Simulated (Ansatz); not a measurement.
## Lattice vibrations of MgO at Γ at 6 GPa

Computed with DFT PBEsol, scalar-relativistic, plane waves, PAW (Ansatz 0.2.0). Plane waves to 420 eV; Γ-centred k mesh 10×10×10; fixed occupations. No spin polarisation. Phonons by linear response, acoustic sum rule imposed.

The cell, relaxed at 6 GPa:
```yaml
crystal:
  lattice:
    - [0.00000, 2.08237, 2.08237]
    - [2.08237, 0.00000, 2.08237]
    - [2.08237, 2.08237, 0.00000]
  atoms:
    - { symbol: Mg, position: [0.00000, 0.00000, 0.00000] }
    - { symbol: O, position: [0.50000, 0.50000, 0.50000] }
```

Problem. Give the high-frequency dielectric tensor ε∞.

Solution.
```
3.20 0.00 0.00
0.00 3.20 0.00
0.00 0.00 3.20
```

Problem. Give the Born effective charges.

Solution.
| atom | Z*xx | Z*yy | Z*zz | mean |
| --- | --- | --- | --- | --- |
| Mg (atom 1) | 1.97 | 1.97 | 1.97 | 1.97 |
| O (atom 2) | -1.97 | -1.97 | -1.97 | -1.97 |

Problem. How large is the static dielectric tensor with the ions free to move, and what share of it is ionic?

Solution.
```
9.4 0.0 0.0
0.0 9.4 0.0
0.0 0.0 9.4
```
The ions give 66 % of its trace.

Cost: 1 run of about 0.15 core-minutes, on Arm Neoverse V2 (shared hosts).